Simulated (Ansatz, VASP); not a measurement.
# One calculation of TiH, two programs

```
Ti H
1.0
     0.00000    2.11720    2.11720
     2.11720    0.00000    2.11720
     2.11720    2.11720    0.00000
Ti H
1 1
Direct
  0.00000 0.00000 0.00000
  0.50000 0.50000 0.50000
```

The cell comes from a database or a generator and needn't be the stable form of this composition.

Alike in both runs: task single point; functional LDA; k mesh 9 × 9 × 9; occupations gaussian, width 0.1 eV; no spin polarisation.

|  | VASP | Ansatz |
| --- | --- | --- |
| version | VASP 6.6.1 | Ansatz 0.2.0 |
| potentials or method | VASP PAW LDA potentials, release 64 (Ti_sv, H) | plane waves, PAW |
| plane-wave cutoff (eV) | 520 | 500 |
| valence electrons in the cell | 13 | 13 |

VASP gave:

| Quantity | Value |
| --- | --- |
| pressure (GPa) | -12.6 |

Q: What did Ansatz give for the same quantities?

A: Pressure (GPa): -12.8.
